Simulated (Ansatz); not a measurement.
Runs of Ansatz 0.2.0 on C. It takes space group P4/mmm (No. 123, tetragonal). The conventional cell has a = 4.255 Å, b = 4.255 Å, c = 1.282 Å, α = 90.00°, β = 90.00°, γ = 90.00°. C (site symmetry 4/mmm) is surrounded by 2 C at 1.28 Å. The cell was built by a generator and needn't be a form met in nature.

```tsv
level	share of exact exchange	gap on the mesh (eV)	pressure (GPa)
r2SCAN0	0.25	none	-2.8
r2SCAN0 form with a typed share of exact exchange	0.5	-	(a)
r2SCAN0 form with a typed share of exact exchange	0.35	none	-3.4
r2SCAN0 form with a typed share of exact exchange	0.1	none	(b)
r2SCAN0 form with a typed share of exact exchange	0	none	-1.3
r2SCAN0 form with a typed share of exact exchange	0.15	none	-2.3
```

Alike in all rows: task single point; potentials or basis Ansatz PAW; no spin polarisation; cell as given; k mesh 4 × 4 × 11; cutoff (eV) 500; smearing fermi-dirac 0.05 eV; the mesh is coarse, so values aren't converged.

Question: Fill in the values left out.

Answer: (a) -4.2; (b) -2.0.

Caveats: all runs use coarse meshes; the PAW data sets come from PBE, with cores solved anew for the run's functional, which leaves a small shift of forces and pressure; the thresholds are loose for stress (some runs).

A gap of «none» marks a metal or a gap under the smearing width.
